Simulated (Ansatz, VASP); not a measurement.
# Bi in VASP and in Ansatz

The input INCAR:

```
SYSTEM = Bi
ALGO = Fast
EDIFF = 1E-6
ENCUT = 520
GGA = PE
ISIF = 2
ISMEAR = 0
IVDW = 12
LASPH = .TRUE.
LCHARG = .FALSE.
LREAL = .FALSE.
LWAVE = .FALSE.
NBANDS = 14
NELM = 60
PREC = Accurate
SIGMA = 0.15
```

Contents of KPOINTS:

```
k-points
0
G
  16 16 16
  0 0 0
```

File POSCAR:

```
Bi
1.0
   -1.8639448773      2.1578652259      1.8565968686
    1.8639448773     -2.1578652259      1.8565968686
    1.8639448773      2.1578652259     -1.8565968686
Bi
1
Direct
    0.0000000000      0.0000000000      0.0000000000
```

Input for Ansatz:

```yaml
crystal:
  lattice:
    - [-1.8639448773, 2.1578652259, 1.8565968686]
    - [1.8639448773, -2.1578652259, 1.8565968686]
    - [1.8639448773, 2.1578652259, -1.8565968686]
  atoms:
    - { symbol: Bi, position: [0.0, 0.0, 0.0] }
basis:
  ecutwfc: 420
kpoints:
  mp_grid: { grid: [16, 16, 16] }
hamiltonian:
  xc: pbe
  dispersion: d3bj
scf:
  occupations: { method: gaussian, width: 0.15 }
output:
  forces: true
  stress: true
  eigenvalues: true
```

Change from the starting cell: strain +e along x and -e along y -0.0750, strain +e along z and -e/2 along x and y -0.0525.

Alike in both runs: task single point; functional PBE; dispersion D3(BJ); k mesh 16 × 16 × 16; occupations gaussian, width 0.15 eV; no spin polarisation.

|  | VASP | Ansatz |
| --- | --- | --- |
| version | VASP 6.6.1 | Ansatz 0.2.0 |
| potentials or method | VASP PAW PBE potentials, release 64 (Bi_d) | scalar-relativistic, plane waves, PAW |
| plane-wave cutoff (eV) | 520 | 420 |
| valence electrons in the cell | 15 | 15 |

|  | VASP | Ansatz | Ansatz less VASP |
| --- | --- | --- | --- |
| gap on the k mesh at the Fermi level (eV) | none | none | - |
| pressure (GPa) | 0.6 | 0.7 | +0.04 |
| largest component of the traceless stress (GPa) | 1.29 | 1.30 | +0.009 |

A gap of «none» marks a metal or a gap that the smearing closes.

Caveats: spin-orbit coupling is left out, which moves the levels of the heavy elements; pairwise dispersion overbinds metals, which lowers pressure and volume.
